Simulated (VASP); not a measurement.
Crystal: TiAl3.

```
Ti Al
1.0
     3.95567    0.00000    0.00000
     0.00000    3.95567    0.00000
     0.00000    0.00000    3.95567
Ti Al
1 3
Direct
  0.00000 0.00000 0.00000
  0.00000 0.50000 0.50000
  0.50000 0.00000 0.50000
  0.50000 0.50000 0.00000
```

The cell comes from a database or a generator and needn't be the stable form of this composition.

```yaml
Program: VASP 6.6.1
Task: single point
Functional: PBEsol
Potentials_or_basis: VASP PAW PBE potentials, release 64 (Ti_sv, Al)
Cutoff: 520 eV
k_mesh: 7 × 7 × 7
Occupations: fermi-dirac, width 0.05 eV
Spin: no spin polarisation
```

On this cell: pressure -0.5 GPa; largest force zero by symmetry; band gap on the k mesh none (metal or under the smearing width).

The same run follows on a disturbed copy (atoms moved at random, drawn with an rms of 0.05 Å):

```
Ti Al
1.0
     3.95567    0.00000    0.00000
     0.00000    3.95567    0.00000
     0.00000    0.00000    3.95567
Ti Al
1 3
Direct
  0.99975 0.98702 0.00469
  0.00111 0.50747 0.50938
  0.50916 0.98950 0.50581
  0.50539 0.50594 0.99889
```

Task: What changes?

Result: The energy (extrapolated to zero smearing) moves by +12.4 meV/atom; pressure -0.1 GPa; largest force 0.702 eV/Å; band gap on the k mesh none (metal or under the smearing width).

Forces in eV/Å, atoms in the order of the input:
```
Ti   0.252  0.651  0.075
Al   0.142 -0.545 -0.205
Al  -0.254  0.394 -0.097
Al  -0.140 -0.499  0.227
```

Caveats: the PAW data sets were made with another functional, which shifts forces and pressure a little.
